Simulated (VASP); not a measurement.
# ZnS (Wurtzite-2H) in VASP: notebook, part 3 of 3

VASP 6.6.1. Earlier steps stand in the parts before.

### Step 6. Single point, HSE06+D3(BJ) (atoms moved at random)

Contents of POSCAR:

```
ZnS
1.0
    3.8110000000      0.0000000000      0.0000000000
   -1.9055000000      3.3004228138      0.0000000000
    0.0000000000      0.0000000000      6.2340000000
Zn S
2 2
Direct
    0.6674380000      0.3422300000      0.4978720000
    0.3292070000      0.6648810000      0.0019740000
    0.6681340000      0.3351470000      0.8874040000
    0.3399020000      0.6725520000      0.3863000000
```

Contents of INCAR.step1:

```
SYSTEM = ZnS
ALGO     = Normal         ! electronic algorithm
EDIFF    = 1E-5           ! SCF threshold, eV
ENCUT    = 520            ! plane-wave cutoff, eV
GGA      = PE             ! functional
ISIF     = 2              ! what is computed and relaxed
ISMEAR   = 0              ! smearing method
LASPH    = .TRUE.         ! aspherical terms in the spheres
LCHARG   = .FALSE.        ! write CHGCAR
LREAL    = .FALSE.        ! projectors in reciprocal space
LUSENCCL = .FALSE.      
LWAVE    = .TRUE.         ! write WAVECAR
NBANDS   = 26             ! bands
NELM     = 80             ! most SCF steps
PREC     = Accurate       ! precision mode
SIGMA    = 0.01           ! smearing width, eV
```

Contents of INCAR.step2:

```
SYSTEM = ZnS
ALGO     = Normal         ! electronic algorithm
EDIFF    = 1E-6           ! SCF threshold, eV
ENCUT    = 520            ! plane-wave cutoff, eV
GGA      = PE             ! functional
HFSCREEN = 0.2079         ! screening, 1/A
ISIF     = 2              ! what is computed and relaxed
ISMEAR   = 0              ! smearing method
ISTART   = 1            
IVDW     = 12             ! dispersion correction
LASPH    = .TRUE.         ! aspherical terms in the spheres
LCHARG   = .FALSE.        ! write CHGCAR
LHFCALC  = .TRUE.         ! exact exchange
LREAL    = .FALSE.        ! projectors in reciprocal space
LUSENCCL = .FALSE.      
LWAVE    = .FALSE.        ! write WAVECAR
NBANDS   = 26             ! bands
NELM     = 80             ! most SCF steps
PREC     = Accurate       ! precision mode
PRECFOCK = Normal       
SIGMA    = 0.01           ! smearing width, eV
VDW_A1   = 0.383        
VDW_A2   = 5.685        
VDW_S6   = 1.0          
VDW_S8   = 2.31
```

Contents of KPOINTS:

```
k-points
0
G
  4 4 3
  0 0 0
```

Potentials or basis: VASP PAW PBE potentials, release 64 (Zn, S).

Launch:

```bash
> cat potpaw_PBE.64/Zn/POTCAR potpaw_PBE.64/S/POTCAR > POTCAR
> cp INCAR.step1 INCAR
> mpirun -np 1 vasp_std > vasp.out
> cp INCAR.step2 INCAR
> mpirun -np 1 vasp_std > vasp.out
```

OUTCAR:

```text
SYSTEM = ZnS
   EDIFF = 1E-6
   ENCUT = 520
   GGA = PE
   HFSCREEN = 0.2079
   ISIF = 2
   ISMEAR = 0
   ISTART = 1
   IVDW = 12
   LASPH = .TRUE.
   LHFCALC = .TRUE.
   LREAL = .FALSE.
   NELM = 80
   PREC = Accurate
   PRECFOCK = Normal
 IVDW          = 12

 ion  position               nearest neighbor table
   1  0.667  0.342  0.498-   4 2.28   4 2.32   4 2.33   3 2.43
   2  0.329  0.665  0.002-   3 2.30   3 2.32   3 2.32   4 2.40
   3  0.668  0.335  0.887-   2 2.30   2 2.32   2 2.32   1 2.43
   4  0.340  0.673  0.386-   1 2.28   1 2.32   1 2.33   2 2.40

  LATTYP: Found a hexagonal cell.
 ALAT       =     3.8110000000
 C/A-ratio  =     1.6357911309

  Lattice vectors:

 A1 = (   3.8110000000,   0.0000000000,   0.0000000000)
 A2 = (  -1.9055000000,   3.3004228138,   0.0000000000)
 A3 = (   0.0000000000,   0.0000000000,   6.2340000000)

Analysis of symmetry for initial positions (statically):
=====================================================================
 Subroutine PRICEL returns:
 Original cell was already a primitive cell.

 Routine SETGRP: Setting up the symmetry group for a
 hexagonal supercell.

 Subroutine GETGRP returns: Found  1 space group operations
 (whereof  1 operations were pure point group operations)
 out of a pool of 24 trial point group operations.

The static configuration has the point symmetry C_1 .

Analysis of symmetry for dynamics (positions and initial velocities):
=====================================================================
 Subroutine PRICEL returns:
 Original cell was already a primitive cell.

 Routine SETGRP: Setting up the symmetry group for a
 hexagonal supercell.

 Subroutine GETGRP returns: Found  1 space group operations
[... 129 lines left out ...]
  Fermi-wavevector in a.u.,A,eV,Ry     =   1.262943  2.386617 21.701647  1.595026
  Thomas-Fermi vector in A             =   2.396326
   LORBIT       =      0    0 simple, 1 ext, 2 COOP (PROOUT), +10 PAW based schemes
   GGA     = PE    functional components
   LHFCALC =     T    Hartree Fock is set to
   PRECFOCK=normal    Normal, Fast or Accurate (Low or Medium for compatibility)
   ENCUT4O =  -1.0   cutoff for four orbital integrals eV
   NKREDX  =     1    reduce k-point grid by
   NKREDY  =     1    reduce k-point grid by
   NKREDZ  =     1    reduce k-point grid by
   AEXX    =    0.2500 exact exchange contribution
   HFSCREEN=    0.2079 screening length (either q_TF or 0.3 A-1)
   HFSCREENC=   0.2079 screening length for correlation (either q_TF or 0.3 A-1)
   ENCUTFOCK=  -1.0 apply spherical cutoff to Coloumb kernel
   IVDW    =    12    specifies the selected vdW correction
   LEPSILON=     F    determine dielectric tensor
   LRPA    =     F    only Hartree local field effects (RPA)
 non-spin polarized calculation
 Gauss-broadening in eV      SIGMA  =   0.01
  energy-cutoff  :      520.00
  volume of cell :       78.41
 maximum number of plane-waves:      2128
  NGX = 24; NGY = 24; NGZ = 36

 number of electron      35.9999993 magnetization

 Free energy of the ion-electron system (eV)
  ---------------------------------------------------
  ext. energy  EPLUGINS =         0.00000000
  ---------------------------------------------------
  free energy    TOTEN  =       -16.65954749 eV

  energy without entropy =      -16.65954749  energy(sigma->0) =      -16.65954749

 E-fermi :   1.5673     XC(G=0):  -7.9840

 val. band max:        1.4769469401   @ k =   0.0000   0.0000   0.0000
 cond. band min:       4.9257113241   @ k =   0.0000   0.0000   0.0000
 fundamental gap:      3.4487643839
 Fermi energy:         1.5673218464

 k-point     1 :       0.0000    0.0000    0.0000
  band No.  band energies     occupation
      1     -12.9363      2.00000
      2     -11.9498      2.00000
      3      -6.4642      2.00000
      4      -6.4457      2.00000
      5      -6.3747      2.00000
      6      -6.3673      2.00000
[... 685 lines left out ...]
     25      11.2353      0.00000
     26      12.1042      0.00000

 [... further k-points ...]

------------------------ aborting loop because EDIFF is reached ----------------------------------------

 Edisp (eV)   -1.41269

 E8    (eV) :    -0.8580

  FORCE on cell =-STRESS in cart. coord.  units (eV):
  Direction    XX          YY          ZZ          XY          YZ          ZX
  --------------------------------------------------------------------------------------
  -------------------------------------------------------------------------------------
  Total       0.08563    -0.15430    -1.45710    -0.10809     0.00408     0.17286
  in kB       1.74968    -3.15291   -29.77323    -2.20861     0.08334     3.53208
  external pressure =      -10.39 kB  Pullay stress =        0.00 kB

 VOLUME and BASIS-vectors are now :
 -----------------------------------------------------------------------------
  energy-cutoff  :      520.00
  volume of cell :       78.41
      direct lattice vectors                 reciprocal lattice vectors
     3.811000000  0.000000000  0.000000000     0.262398321  0.151495741 -0.000000000
    -1.905500000  3.300422814  0.000000000     0.000000000  0.302991482  0.000000000
     0.000000000  0.000000000  6.234000000     0.000000000 -0.000000000  0.160410651

 POSITION                                       TOTAL-FORCE (eV/Angst)
 -----------------------------------------------------------------------------------
      1.89149      1.12950      3.10373         0.208905     -0.082839      0.499285
     -0.01232      2.19439      0.01231         0.111448      0.085719      0.286511
      1.90764      1.10613      5.53208        -0.101765     -0.065777     -0.444224
      0.01382      2.21971      2.40819        -0.218587      0.062898     -0.341572
 -----------------------------------------------------------------------------------
    total drift:                               -0.001655     -0.001045      0.000035

  FREE ENERGIE OF THE ION-ELECTRON SYSTEM (eV)
  ---------------------------------------------------
  free  energy   TOTEN  =       -18.0722358385 eV

  energy  without entropy=      -18.0722358385  energy(sigma->0) =      -18.07223584
```

OUTCAR.step1:

```text
SYSTEM = ZnS
   EDIFF = 1E-5
   ENCUT = 520
   GGA = PE
   ISIF = 2
   ISMEAR = 0
[... 925 lines left out ...]
      1.89149      1.12950      3.10373         0.202528     -0.079684      0.490169
     -0.01232      2.19439      0.01231         0.107497      0.082422      0.286276
      1.90764      1.10613      5.53208        -0.098642     -0.064586     -0.438608
      0.01382      2.21971      2.40819        -0.211382      0.061847     -0.337838
 -----------------------------------------------------------------------------------
    total drift:                               -0.001589     -0.000979      0.000320

  FREE ENERGIE OF THE ION-ELECTRON SYSTEM (eV)
  ---------------------------------------------------
  free  energy   TOTEN  =       -13.5875624249 eV

  energy  without entropy=      -13.5875624249  energy(sigma->0) =      -13.58756242
```

Run time: 19 min. Hardware: 1 × NVIDIA H100 80GB with 1 thread of Intel Xeon Platinum 8481C at 2.70GHz (Sapphire Rapids), shared host; peak memory 1.2 GiB.

What came out:

```yaml
Free_energy: -18.0722 eV
Pressure: -1.0 GPa
Largest_force: 0.548 eV/Å
Band_gap_on_the_k_mesh: 3.45 eV, direct
Dispersion_energy_per_atom: -0.353 eV
```

Forces in eV/Å, atoms in the order of the input:
```
Zn   0.209 -0.083  0.499
Zn   0.111  0.086  0.287
S   -0.102 -0.066 -0.444
S   -0.219  0.063 -0.342
```

Stress tensor (GPa, compression positive):
```
 0.17 -0.22  0.35
-0.22 -0.32  0.01
 0.35  0.01 -2.98
```

Caveat: the k points lie up to 0.48 Å⁻¹ apart; the cell differs from its parent crystal (atoms moved at random); the PAW data sets were made with another functional, which shifts forces and pressure a little.

### Step 7. Overview

| level | k mesh | smearing | grid for exact exchange (PRECFOCK) | screening parameter | gap on the mesh (eV) | pressure (GPa) | largest force (eV/Å) |
| --- | --- | --- | --- | --- | --- | --- | --- |
| PBEsol | 6 × 6 × 3 | fermi-dirac 0.05 eV | - | - | 2.06 | -1.0 | 0.64 |
| PBEsol | 11 × 11 × 6 | fermi-dirac 0.05 eV | - | - | 2.12 | -1.1 | 0.31 |
| PBEsol | 13 × 13 × 7 | fermi-dirac 0.05 eV | - | - | 2.12 | -1.1 | 0.31 |
| HSE06+D3(BJ) | 4 × 4 × 3 | gaussian 0.01 eV | Normal | 0.2079 1/Å | 3.45 | -1.0 | 0.55 |

Some of these runs hold the atoms at other places in the same cell, which the table doesn't show; runs alike in all that it shows share one row.

Alike in all rows: task single point; potentials or basis VASP PAW PBE potentials, release 64 (Zn, S); no spin polarisation; cell as given; cutoff (eV) 520.

Caveats: some runs use coarse meshes; the PAW data sets were made with another functional, which shifts forces and pressure a little.

Absolute energies hang on the potentials; compare differences alone.

### Step 8. Against experiment

Step 4. Measured gap of ZnS: 3.911 eV (direct; 4 K; a printed reference work, monograph). This calculation gives 2.12 eV (-1.80 eV). The value is that of PBEsol on a finite k mesh, which can miss the band edges, without temperature or zero-point motion. Semilocal functionals fall short of measured gaps as a rule.

Step 5. A measured gap of ZnS is 3.911 eV (direct; 4 K; a printed reference work, monograph); the calculated 2.12 eV misses it by -1.80 eV. The value is that of PBEsol on a finite k mesh, which can miss the band edges, without temperature or zero-point motion. Semilocal functionals fall short of measured gaps as a rule.
